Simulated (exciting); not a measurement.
Write the native input for exciting (release sodium) that does the following.

| Item | Value |
| --- | --- |
| Task | single point |
| Functional | PBEsol |
| Potentials or basis | all-electron LAPW+lo, shipped species files, valence relativity iora* |
| rgkmax | 7.5 |
| k mesh | 10 × 10 × 9 |
| Occupations | fermi-dirac, width 0.05 eV |
| Spin | no spin polarisation |
| gmaxvr (cutoff of density and potential) | 14 1/bohr |
| lmaxapw (and lmaxmat) | 10 |
| lmaxvr | 8 |
| nempty | 14 |
| Valence relativity | iora* |
| epsengy | 1e-05 Ha |
| epspot | 1e-05 Ha |
| maxscl | 60 |
| Muffin-tin radii | Ta 2.3, N 1.45 bohr |

TaN:

```
CELL_PARAMETERS angstrom
2.93800 0.00000 0.00000
-1.46900 2.54438 0.00000
0.00000 0.00000 2.88300
ATOMIC_POSITIONS crystal
Ta 0.00000 0.00000 0.50000
N 0.66667 0.33333 0.00000
```

The input as run:

input.xml

```xml
<input>
  <title>TaN</title>
  <structure speciespath="./" tshift="false">
    <crystal scale="1">
      <basevect>5.552015354151 0.000000000000 0.000000000000</basevect>
      <basevect>-2.776007677075 4.808186338860 0.000000000000</basevect>
      <basevect>0.000000000000 0.000000000000 5.448080417296</basevect>
    </crystal>
    <species speciesfile="Ta.xml" rmt="2.3">
      <atom coord="0.000000000000 0.000000000000 0.500000000000"/>
    </species>
    <species speciesfile="N.xml" rmt="1.45">
      <atom coord="0.666666666700 0.333333333300 0.000000000000"/>
    </species>
  </structure>
  <groundstate do="fromscratch" ngridk="10 10 9" rgkmax="7.5" gmaxvr="14" lmaxapw="10" lmaxmat="10" lmaxvr="8" xctype="GGA_PBE_SOL" stype="Fermi Dirac" swidth="0.00183747" nempty="14" ValenceRelativity="iora*" epsengy="1e-05" epspot="1e-05" maxscl="60" tforce="true" outputlevel="normal"/>
</input>
```

Potentials or basis: all-electron LAPW+lo, shipped species files, valence relativity iora*.

Launch:

```sh
$ OMP_NUM_THREADS=1 exciting_smp
```

It gave:

```json
{"Band gap on the k mesh": "none (metal or under the smearing width)", "All electrons inside the program's atomic spheres": "Ta 70.30; N 5.45 (radii Ta 2.3, N 1.45 bohr)"}
```

It took 5.8 min on 1 thread of Intel(R) Xeon(R) Platinum 8175M CPU @ 2.50GHz (Skylake/Cascade Lake), with other jobs on the host, peak memory 0.13 GiB.
